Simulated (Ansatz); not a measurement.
## BN in Ansatz: the effect of functional

BN:

```
N B
1.0
     0.00000    3.54131    2.19460
     1.26810    0.00000    2.19460
     1.26810    3.54131    0.00000
N B
1 1
Direct
  0.66665 0.66665 0.33335
  0.00005 0.00005 0.99995
```

Measurements of this composition are mostly on another form, of space group No. 194.

The cell isn't the ideal one: volume scaled by 1.04.

Alike in all runs:

```yaml
Program: Ansatz 0.2.0
Task: single point
Potentials_or_basis: Ansatz PAW
k_mesh: 13 × 13 × 13
Occupations: fermi-dirac, width 0.05 eV
Spin: no spin polarisation
```

```tsv
functional	cutoff	gap on the mesh (eV)	pressure (GPa)
LDA	420 eV (not typed: the program's choice for these potentials)	3.68	-12.4
PBEsol	420 eV (not typed: the program's choice for these potentials)	3.78	-7.9
r2SCAN	500 eV (not typed: the program's choice for these potentials)	?	?
```

**Question.** What does the run with functional r2SCAN give?

**Answer.** gap on the mesh 4.35 eV; pressure -9.1 GPa.

Caveats: odd divisions of the mesh miss points on the zone boundary, where band edges often lie, so the gap on the mesh can be too wide; the PAW data sets come from PBE, with cores solved anew for the run's functional, which leaves a small shift of forces and pressure.

A k mesh can miss the band edges.

Runs at the PBE level aren't shown here.
